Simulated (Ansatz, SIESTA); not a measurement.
**One calculation of Al, 4 ways**

```
Al
1.0
    -1.59122    1.59122    1.59122
     1.59122   -1.59122    1.59122
     1.59122    1.59122   -1.59122
Al
1
Cartesian
  0.0000 0.0000 0.0000
```

This isn't the form of Al at room conditions, which is fcc.

Alike in all runs: task band structure; functional LDA; k mesh 12 × 12 × 12; occupations fermi-dirac, width 0.05 eV; no spin polarisation; no spin-orbit coupling. LDA stands for any of its common fits. Pressure is positive in compression and, in plane waves, holds the error of the finite cutoff, which Ansatz's Pulay term estimates and takes out.

```json
{"program and potentials": "Ansatz, Ansatz PAW", "plane-wave cutoff (eV)": "420", "notes": "potentials made for PBE, which Ansatz adapts in part; Pulay term of +0.06 GPa included", "pressure (GPa)": "0.48"}
{"program and potentials": "Ansatz, all-electron LAPW, scalar-relativistic", "plane-wave cutoff (eV)": "-", "notes": "-", "pressure (GPa)": "0.51"}
{"program and potentials": "SIESTA, files PseudoDojo sr-lda-0.4.1-standard, DZP (energy shift 0.003 Ry)", "plane-wave cutoff (eV)": "-", "notes": "atomic basis", "pressure (GPa)": "0.75"}
{"program and potentials": "SIESTA, files PseudoDojo sr-pbe-0.5-standard, DZP (energy shift 0.01 Ry)", "plane-wave cutoff (eV)": "-", "notes": "atomic basis; potentials made for PBE", "pressure (GPa)": "3.27"}
```

The pressure spans 0.48 (Ansatz, Ansatz PAW) to 3.27 GPa (SIESTA, files PseudoDojo sr-pbe-0.5-standard, DZP (energy shift 0.01 Ry)), with all-electron results at 0.51. The pressure on the cell as given of SIESTA, files PseudoDojo sr-pbe-0.5-standard, DZP (energy shift 0.01 Ry) lies far from the others; the cause wasn't traced. Rows in atomic bases carry the error of their basis and grid, which can be large.

Differences between rows come from potentials, basis sets and numerical settings, since the functional is the same but for its coding. Runs on potential files found faulty are left out.
